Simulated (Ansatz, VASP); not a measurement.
## Two plane-wave programs on Ta

The input INCAR:

```
SYSTEM = Ta
PREC = Accurate ; ENCUT = 520
EDIFF = 1E-6 ; ISMEAR = -1
SIGMA = 0.1 ; LREAL = .False.
LASPH = .True. ; NELM = 80
ALGO = Normal ; ISIF = 2
LWAVE = .False. ; LCHARG = .False.
GGA = CA ; NBANDS = 18
```

Contents of KPOINTS:

```
Automatic mesh
0
Gamma
  10 10 10
  0 0 0
```

POSCAR

```
Ta
1.0
    0.0000000000      2.9669587112      2.9669587112
    2.9669587112      0.0000000000      2.9669587112
    2.9669587112      2.9669587112      0.0000000000
Ta
2
Direct
    0.1250000000      0.1250000000      0.1250000000
    0.8750000000      0.8750000000      0.8750000000
```

Input for Ansatz:

```yaml
crystal:
  lattice:
    - [0.0, 2.9669587112, 2.9669587112]
    - [2.9669587112, 0.0, 2.9669587112]
    - [2.9669587112, 2.9669587112, 0.0]
  atoms:
    - { symbol: Ta, position: [0.125, 0.125, 0.125] }
    - { symbol: Ta, position: [0.875, 0.875, 0.875] }
hamiltonian:
  xc: lda
  pseudopotentials:
    kind: paw
    azcp:
      Ta: "pseudopotentials/Ta.paw.azcp"
basis:
  ecutwfc: 420
  fft_grid_basis: typed
kpoints:
  mp_grid: { grid: [10, 10, 10], shift: [0, 0, 0] }
magnetization:
  spin_polarized: false
scf:
  occupations: { method: fermi_dirac, width: 0.1 }
  lower_state_search: "off"
output:
  stress: true
  write_density: true
  write_potential: true
  elf: true
  volumetric_format: npy
```

Alike in both runs: task single point; functional LDA; k mesh 10 × 10 × 10; occupations fermi-dirac, width 0.1 eV; no spin polarisation.

|  | VASP | Ansatz |
| --- | --- | --- |
| version | VASP 6.6.1 | Ansatz 0.2.0 |
| potentials or method | VASP PAW LDA potentials, release 64 (Ta_pv) | plane waves (420 eV) with PAW, scalar-relativistic |
| plane-wave cutoff (eV) | 520 | 420 |
| valence electrons in the cell | 22 | 26 |

VASP gave:

```
pressure (GPa) : 0.3
```

**Question.** Estimate Ansatz's values.

**Answer.** Pressure (GPa): 0.0.

The two sets of potentials don't hold the same shells in valence. Ansatz warned: «pseudo_functional_mismatch».

The runs have no spin-orbit coupling, so splittings on Ta are missing.
